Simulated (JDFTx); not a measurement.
The system is CuO.

```
Cu O
1.0
     2.55255    0.00000    0.00000
     0.00000    2.55255    0.00000
     0.00000    0.00000    2.55255
Cu O
1 1
Direct
  0.00000 0.00000 0.00000
  0.50000 0.50000 0.50000
```

Measurements of this composition are mostly on another form, of space group No. 15.

- Program: JDFTx 1.7.0 (patched build)
- Task: relaxation of cell and atoms
- Functional: SCAN
- Potentials or basis: SG15-PBE-1.2 with smoothed tails
- Cutoff: 1361 eV
- Density cutoff: 10885 eV
- k mesh: 5 × 5 × 5
- Occupations: fermi-dirac, width 0.05 eV
- Spin: no spin polarisation

At the start: pressure 11.6 GPa; volume 8.32 Å³/atom.

Task: Where does the relaxation end?

Result: Over 6 steps the energy falls by 15.4 meV/atom and the volume is 8.76 Å³/atom (+5.4 %); space group Pm-3m (No. 221, to 0.05 Å).

The path:
```csv
step,energy change (eV),largest force (eV/Å),pressure (GPa),volume (Å³)
1,0.0000,0.0000,11.56,16.63
2,-0.0064,0.0000,10.19,16.73
3,-0.0305,0.0000,0.94,17.44
4,-0.0308,0.0000,0.14,17.52
5,-0.0308,0.0000,0.00,17.53
6,-0.0308,0.0000,0.00,17.53
```

Final structure:
```xyz
2
Lattice="2.5975 0.0000 0.0000 0.0000 2.5975 0.0000 0.0000 0.0000 2.5975" Properties=species:S:1:pos:R:3 pbc="T T T"
Cu    0.0000    0.0000    0.0000
O     1.2988    1.2988    1.2988
```

Caveat: the k mesh is coarse (spacing up to 0.49 Å⁻¹), so the values aren't converged; meta-GGA forces are noisy on this grid; the potentials were made for another functional, which shifts forces and pressure; an odd number of electrons without spin polarisation forces a metal; a magnetic or distorted state may lie lower; the run has no spin polarisation, though such a crystal can be magnetic.
